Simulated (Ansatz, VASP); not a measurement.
## H2Se in VASP and in Ansatz

```xyz
3
Lattice="1.8631 -1.8548 0.0000 1.8631 1.8548 0.0000 0.0000 0.0000 6.1259" Properties=species:S:1:pos:R:3 pbc="T T T"
H     1.8631    1.4798    3.0630
H     1.8631   -1.4798    3.0630
Se    1.8631    0.0000    0.0000
```

Change from the starting cell: species swapped into the CsO2 type (Cmmm, No. 65).

Alike in both runs: functional PBE; dispersion D3(BJ); k mesh 6 × 6 × 6; occupations gaussian, width 0.1 eV; no spin polarisation.

Ansatz relaxed the structure, and its values are those at the end. VASP's run is a single point on that final structure, the one shown.

|  | VASP | Ansatz |
| --- | --- | --- |
| version | VASP 6.6.1 | Ansatz 0.2.0 |
| potentials or method | VASP PAW PBE potentials, release 64 (H, Se) | scalar-relativistic, plane waves, PAW |
| plane-wave cutoff (eV) | 520 | 420 |
| valence electrons in the cell | 8 | 18 |

Ansatz gave:

* gap on the k mesh at the Fermi level (eV): none
* pressure (GPa): 0.1
* rms of the force components (eV/Å): 0.000

Q: What did VASP give for the same quantities?

A: gap on the k mesh at the Fermi level (eV): none; pressure (GPa): 0.0; rms of the force components (eV/Å): 0.005.

A gap of «none» marks a metal or a gap that the smearing closes. The two sets of potentials don't hold the same shells in valence.

Caveats: the k mesh is coarse (spacing up to 0.40 Å⁻¹), so the values aren't converged.
